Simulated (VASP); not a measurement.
# Ta2N: N into a neighbouring N vacancy, part 4 of 4

Wanted: the minimum-energy path in Ta2N for this move: N into a neighbouring N vacancy. The start is a computed cell from the Materials Project.

VASP 6.6.1; PBE; plane waves and PAW (Ta, N).

So far. Step 3 (Relax the start): The run ended after 7 ionic steps, 0.223 eV below its first step, once the forces on the free atoms met EDIFFG = -0.05. Step 4 (Relax the end): The run ended after 6 ionic steps, 0.242 eV below its first step, once the forces on the free atoms met EDIFFG = -0.05.

### 5. Nudged elastic band

Images on a straight line between the ends relax across the path, while springs keep them spaced along it.

Contents of INCAR:

```
SYSTEM = Ta16N7
PREC = Normal
ENCUT = 400
EDIFF = 1E-05
NELM = 120
ISMEAR = 1
SIGMA = 0.15
LREAL = Auto
ALGO = Fast
GGA = PE
NBANDS = 80
LASPH = .TRUE.
LWAVE = .FALSE.
LCHARG = .FALSE.
IMAGES = 3
SPRING = -5
IBRION = 3
POTIM = 0.15
NSW = 60
EDIFFG = -0.05
ISYM = 0
ISIF = 0
SMASS = 1
```

Contents of POSCAR:

```
Ta16N7
1.0
    6.2235006920      0.0000000000      0.0000000000
   -3.1117503460      5.3897096996      0.0000000000
    0.0000000000      0.0000000000      9.6682365366
Ta N
16 7
Direct
    0.1649521667      0.3312383610      0.1275504479
    0.1664448076      0.3330655651      0.6252543605
    0.1645364971      0.8351002086      0.1272958534
    0.1663039392      0.8330399683      0.6252396145
    0.6661400140      0.3335057506      0.1243234260
    0.6662972225      0.3331142559      0.6285357310
    0.6691035442      0.8349084248      0.1274918211
    0.6667619642      0.8335409750      0.6252188947
    0.3319628819      0.1651649479      0.3742607689
    0.3296942272      0.1646577974      0.8724270519
    0.3330757702      0.6654672690      0.3710484563
    0.3331252435      0.6665223784      0.8754494947
    0.8325233680      0.1653104659      0.3743668952
    0.8346885751      0.1649388366      0.8725589382
    0.8329274114      0.6654782239      0.3746545211
    0.8342870061      0.6695354672      0.8720903569
    0.9993691443      0.9994499131      0.4998740221
    0.9997311684      0.5002072106      0.9998874556
    0.9998850356      0.4992142062      0.4998696169
    0.4996040944      0.9999641479      0.9999317270
    0.4991734304      0.9994260863      0.4997483820
    0.4998856676      0.5001353505      0.9999205567
    0.4993428078      0.4990697760      0.4998124487
```

Contents of KPOINTS:

```
Automatic mesh
0
Gamma
3 3 2
0 0 0
```

Contents of 00/POSCAR:

```
Ta16N7
1.0
    6.2235006920      0.0000000000      0.0000000000
   -3.1117503460      5.3897096996      0.0000000000
    0.0000000000      0.0000000000      9.6682365366
Ta N
16 7
Direct
    0.1649521667      0.3312383610      0.1275504479
    0.1664448076      0.3330655651      0.6252543605
    0.1645364971      0.8351002086      0.1272958534
    0.1663039392      0.8330399683      0.6252396145
    0.6661400140      0.3335057506      0.1243234260
    0.6662972225      0.3331142559      0.6285357310
    0.6691035442      0.8349084248      0.1274918211
    0.6667619642      0.8335409750      0.6252188947
    0.3319628819      0.1651649479      0.3742607689
    0.3296942272      0.1646577974      0.8724270519
    0.3330757702      0.6654672690      0.3710484563
    0.3331252435      0.6665223784      0.8754494947
    0.8325233680      0.1653104659      0.3743668952
    0.8346885751      0.1649388366      0.8725589382
    0.8329274114      0.6654782239      0.3746545211
    0.8342870061      0.6695354672      0.8720903569
    0.9993691443      0.9994499131      0.4998740221
    0.9997311684      0.5002072106      0.9998874556
    0.9998850356      0.4992142062      0.4998696169
    0.4996040944      0.9999641479      0.9999317270
    0.4991734304      0.9994260863      0.4997483820
    0.4998856676      0.5001353505      0.9999205567
    0.4993428078      0.4990697760      0.4998124487
```

Contents of 01/POSCAR:

```
Ta16N7
1.0
    6.2235006920      0.0000000000      0.0000000000
   -3.1117503460      5.3897096996      0.0000000000
    0.0000000000      0.0000000000      9.6682365366
Ta N
16 7
Direct
    0.1651591827      0.3321804626      0.1272751320
    0.1665911132      0.3332744654      0.6251077356
    0.1648201168      0.8337019160      0.1270934195
    0.1665706698      0.8332208306      0.6251175240
    0.6671354246      0.3338203227      0.1249432635
    0.6666526585      0.3333266330      0.6275305097
    0.6687971034      0.8346413674      0.1264483012
    0.6668499834      0.8335196154      0.6258238580
    0.3324210925      0.1656395680      0.3732540496
    0.3307759075      0.1652071775      0.8730248236
    0.3332532653      0.6658301011      0.3716401610
    0.3326754084      0.6662587938      0.8744633201
    0.8328858528      0.1657534930      0.3743049361
    0.8347971299      0.1659568948      0.8722534720
    0.8331520024      0.6657929320      0.3744250471
    0.8344893232      0.6684521534      0.8719004558
    0.9998285314      0.9996616263      0.4997468076
    1.0000437139      0.6250966551      0.9996365904
    1.0001959928      0.4996512588      0.4996891755
    0.4998456517      0.9999928114      0.9997044868
    0.4993499340      0.9995869986      0.4996112436
    0.5001496819      0.5001806859      0.9997350094
    0.4995584753      0.4992847900      0.4996505761
```

Contents of 02/POSCAR:

```
Ta16N7
1.0
    6.2235006920      0.0000000000      0.0000000000
   -3.1117503460      5.3897096996      0.0000000000
    0.0000000000      0.0000000000      9.6682365366
Ta N
16 7
Direct
    0.1653661987      0.3331225641      0.1269998161
    0.1667374188      0.3334833657      0.6249611106
    0.1651037364      0.8323036235      0.1268909856
    0.1668374004      0.8334016930      0.6249954336
    0.6681308352      0.3341348949      0.1255631010
    0.6670080945      0.3335390100      0.6265252884
    0.6684906625      0.8343743101      0.1254047814
    0.6669380026      0.8334982558      0.6264288212
    0.3328793032      0.1661141880      0.3722473304
    0.3318575879      0.1657565576      0.8736225954
    0.3334307603      0.6661929332      0.3722318657
    0.3322255732      0.6659952092      0.8734771455
    0.8332483375      0.1661965201      0.3742429770
    0.8349056846      0.1669749530      0.8719480058
    0.8333765933      0.6661076402      0.3741955731
    0.8346916404      0.6673688395      0.8717105548
    1.0002879184      0.9998733395      0.4996195932
    1.0003562594      0.7499860996      0.9993857251
    1.0005069501      0.5000883115      0.4995087340
    0.5000872090      1.0000214748      0.9994772465
    0.4995264375      0.9997479110      0.4994741052
    0.5004136962      0.5002260212      0.9995494621
    0.4997741428      0.4994998040      0.4994887036
```

Contents of 03/POSCAR:

```
Ta16N7
1.0
    6.2235006920      0.0000000000      0.0000000000
   -3.1117503460      5.3897096996      0.0000000000
    0.0000000000      0.0000000000      9.6682365366
Ta N
16 7
Direct
    0.1655732147      0.3340646657      0.1267245002
    0.1668837244      0.3336922660      0.6248144857
    0.1653873561      0.8309053310      0.1266885516
    0.1671041311      0.8335825554      0.6248733431
    0.6691262458      0.3344494670      0.1261829386
    0.6673635305      0.3337513871      0.6255200672
    0.6681842216      0.8341072527      0.1243612616
    0.6670260218      0.8334768962      0.6270337845
    0.3333375138      0.1665888080      0.3712406112
    0.3329392682      0.1663059376      0.8742203672
    0.3336082554      0.6665557653      0.3728235704
    0.3317757381      0.6657316245      0.8724909709
    0.8336108223      0.1666395471      0.3741810179
    0.8350142394      0.1679930112      0.8716425395
    0.8336011842      0.6664223484      0.3739660991
    0.8348939576      0.6662855257      0.8715206537
    1.0007473054      1.0000850527      0.4994923788
    1.0006688048      0.8748755441      0.9991348598
    1.0008179073      0.5005253642      0.4993282926
    0.5003287663      1.0000501383      0.9992500062
    0.4997029410      0.9999088233      0.4993369668
    0.5006777106      0.5002713566      0.9993639148
    0.4999898102      0.4997148180      0.4993268310
```

Contents of 04/POSCAR:

```
Ta16N7
1.0
    6.2235006920      0.0000000000      0.0000000000
   -3.1117503460      5.3897096996      0.0000000000
    0.0000000000      0.0000000000      9.6682365366
Ta N
16 7
Direct
    0.1657802307      0.3350067673      0.1264491843
    0.1670300300      0.3339011663      0.6246678608
    0.1656709758      0.8295070384      0.1264861177
    0.1673708617      0.8337634177      0.6247512526
    0.6701216564      0.3347640391      0.1268027761
    0.6677189665      0.3339637642      0.6245148459
    0.6678777808      0.8338401953      0.1233177417
    0.6671140410      0.8334555366      0.6276387478
    0.3337957244      0.1670634281      0.3702338919
    0.3340209485      0.1668553177      0.8748181389
    0.3337857505      0.6669185974      0.3734152751
    0.3313259029      0.6654680399      0.8715047963
    0.8339733070      0.1670825742      0.3741190588
    0.8351227942      0.1690110694      0.8713370733
    0.8338257752      0.6667370565      0.3737366251
    0.8350962747      0.6652022119      0.8713307526
    1.0012066925      1.0002967659      0.4993651643
    1.0009813503      0.9997649886      0.9988839946
    1.0011288645      0.5009624168      0.4991478512
    0.5005703236      1.0000788018      0.9990227660
    0.4998794446      1.0000697356      0.4991998284
    0.5009417249      0.5003166920      0.9991783675
    0.5002054777      0.4999298320      0.4991649584
```

Potentials, in the order of the species: Ta and N (PBE family, release 64).

Started as:

```
$ mpirun -np 3 vasp_std
```

Log:

```text
[banner, memory and clock lines left out]
running    3 mpi-ranks, on    1 nodes
 each image running on    1 cores
[...]
01/POSCAR found :  2 types and      23 ions
 LDA part: xc-table for (Slater+PW92), standard interpolation
[...]
00/POSCAR found :  2 types and      23 ions
[...]
04/POSCAR found :  2 types and      23 ions
 POSCAR, INCAR and KPOINTS ok, starting setup
[...]
entering main loop
       N       E                     dE             d eps       ncg     rms          rms(c)
DAV:   1     0.333125817978E+03    0.33313E+03   -0.43972E+04  1600   0.103E+03
DAV:   2    -0.238595142137E+03   -0.57172E+03   -0.54829E+03  2032   0.222E+02
DAV:   3    -0.285394005395E+03   -0.46799E+02   -0.45463E+02  2152   0.619E+01
DAV:   4    -0.286740505469E+03   -0.13465E+01   -0.13285E+01  2120   0.105E+01
[...]
RMM:  14    -0.261024053320E+03    0.49313E-04   -0.49800E-04  1733   0.469E-02    0.171E-02
RMM:  15    -0.261024059313E+03   -0.59921E-05   -0.13472E-04  1746   0.247E-02    0.912E-03
RMM:  16    -0.261024057922E+03    0.13903E-05   -0.18207E-05  1082   0.997E-03
   1 F= -.26102406E+03 E0= -.26102610E+03  d E =-.261024E+03
[... from here on, the cycles between the ionic steps are left out ...]
   2 F= -.26296134E+03 E0= -.26296235E+03  d E =-.193729E+01
   6 F= -.26316857E+03 E0= -.26317001E+03  d E =-.774721E-01
  11 F= -.26335930E+03 E0= -.26336372E+03  d E =-.222956E-01
  16 F= -.26343185E+03 E0= -.26343670E+03  d E =-.115683E-01
  21 F= -.26348050E+03 E0= -.26348498E+03  d E =-.872912E-02
  26 F= -.26351943E+03 E0= -.26352296E+03  d E =-.742987E-02
  31 F= -.26356456E+03 E0= -.26356700E+03  d E =-.109937E-01
  36 F= -.26364533E+03 E0= -.26364714E+03  d E =-.201867E-01
  41 F= -.26378054E+03 E0= -.26378187E+03  d E =-.319632E-01
  46 F= -.26398955E+03 E0= -.26399012E+03  d E =-.495444E-01
  51 F= -.26431327E+03 E0= -.26431353E+03  d E =-.763174E-01
  56 F= -.26478375E+03 E0= -.26478482E+03  d E =-.102884E+00
  59 F= -.26507658E+03 E0= -.26507803E+03  d E =-.907653E-01
  60 F= -.26515489E+03 E0= -.26515719E+03  d E =-.783065E-01
damped:  g(F)=  0.182E+00 g(S)=  0.000E+00 dE (1.order)=-0.340E+00
```

The job ended after 67 min (3 MPI ranks of AMD EPYC 7R43, shared host; peak memory 0.73 GiB).

OUTCAR, selected parts (step 5):

```text
  tangential force (eV/A)         0.185576
  left and right image   1.568638  2.013664 A

  tangential force (eV/A)         0.835510
  left and right image   1.557674  2.055801 A

 k-point     1 :       0.0000    0.0000    0.0000
  band No.  band energies     occupation
    ...
     52       6.5623      2.00000
     53       6.7361      2.00000
     54       6.7952      2.00002
     55       6.9437      2.00425
     56       7.1005      2.06876
     57       7.4603     -0.06370
     58       7.5171     -0.05850
     59       7.6084     -0.01258
     60       7.6401     -0.00576
     61       7.8154     -0.00001
    ...

 POSITION                                       TOTAL-FORCE (eV/Angst)
 -----------------------------------------------------------------------------------
     -0.13171      2.15629      1.22629        -0.090952     -0.209739     -0.005388
     -0.11087      2.03907      6.03708        -0.086017      0.052714     -0.032746
     -1.65186      4.82708      1.25762        -0.295238     -0.251127     -0.259306
     -1.66885      4.72860      6.02632        -0.059430      0.060575     -0.021615
      2.98979      2.13173      1.18742        -0.230982     -0.136284      0.017938
      2.99703      2.03498      6.05711        -0.072430      0.062243      0.007734
      1.52197      4.87693      1.15061        -0.338188     -0.286547      0.223966
      1.44155      4.74387      6.02779        -0.048643      0.020551      0.060066
      1.41312      1.13512      3.60368         0.004958      0.044548     -0.061395
      1.25833      1.13166      8.47994         0.421287      0.155605     -0.219610
     -0.13082      3.82311      3.57477        -0.015436      0.094682     -0.013935
     -0.21004      3.87787      8.44464         0.232232      0.129808     -0.019666
      4.53204      1.12653      3.59493         0.000397      0.090147      0.029880
      4.44067      1.20369      8.40431         0.227909     -0.031526      0.004123
[...]
-----------------------------------------------------------------------------------
    total drift:                               -0.015190     -0.029142      0.023873

  FREE ENERGIE OF THE ION-ELECTRON SYSTEM (eV)
  ---------------------------------------------------
  free  energy   TOTEN  =      -265.1548902956 eV

  energy  without entropy=     -265.1618038799  energy(sigma->0) =     -265.15719482

  tangential force (eV/A)         1.530635
  left and right image   1.537604  2.095919 A

[... 5 parts as in an earlier step ...]

[... 10 further parts left out ...]
[key lines of the parts left out:]
E-fermi :   7.2975
```

CONTCAR:

```
Ta16N7
   1.00000000000000
     6.2235006920000000    0.0000000000000000    0.0000000000000000
    -3.1117503460000000    5.3897096996000000    0.0000000000000000
     0.0000000000000000    0.0000000000000000    9.6682365366000003
  Ta              N
    16     7
Direct
     0.1788750006054903    0.4000755706807000    0.1268365610649695
     0.1713487415301239    0.3783262372414467    0.6244238832760870
     0.1823821181162685    0.8956098179336700    0.1300771136580827
     0.1705173094910974    0.8773389533523891    0.6233108817368931
     0.6781617895178028    0.3955184298287822    0.1228161959718692
     0.6703499496375313    0.3775671874195324    0.6264957472364278
     0.6969818083408390    0.9048586477490744    0.1190095551086388
     0.6717161358643426    0.8801722386014115    0.6234632626853003
     0.3323668485472210    0.2106087594113981    0.3727336009104411
     0.3071732917704518    0.2099676333569506    0.8770930789873090
     0.3336463620859227    0.7093345158950601    0.3697441254199382
     0.3259979944176190    0.7194952646287233    0.8734418753883606
     0.8327213433401606    0.2090153647605197    0.3718286039027768
     0.8251977248664775    0.2233313290305489    0.8692701527046907
     0.8334413644731309    0.7088756176447962    0.3728514497355506
     0.8217007640504509    0.7153910231182636    0.8660603406977426
     1.0020852945000620    1.0453499771748009    0.4980774873977782
     0.0019206766561007    0.5642008048316074    0.9980439070477591
     0.0019517896607862    0.5429543714898820    0.4980924035811747
     0.5017370640300147    1.0559132319680264    0.9976640195998692
     0.5011599362927854    1.0452695017303115    0.4974153638271996
     0.5025111498593609    0.5562009120871990    0.9984652302975267
     0.5028458534326159    0.5460841906379468    0.4987612097493703
```

The band used up its steps before its forces met the threshold, so no barrier is taken from it.

### 6. Results

- result: none

In words: The session ends without its result: «nudged elastic band» used up its steps.

[Lines on the potential files, build, host, timing and source positions are cut from VASP's logs without a mark.]

[Logs are printed without paths, hosts, clocks, repeated set-up lines and the standing remarks that a program may print on its own settings, such as how far it seeks lower states.]

[Hosts, paths, dates, database ids (printed as entryN), source tags and the programs' standing remarks are cut or masked in the printed files.]

[Runs that stopped without an error message from VASP are left out.]
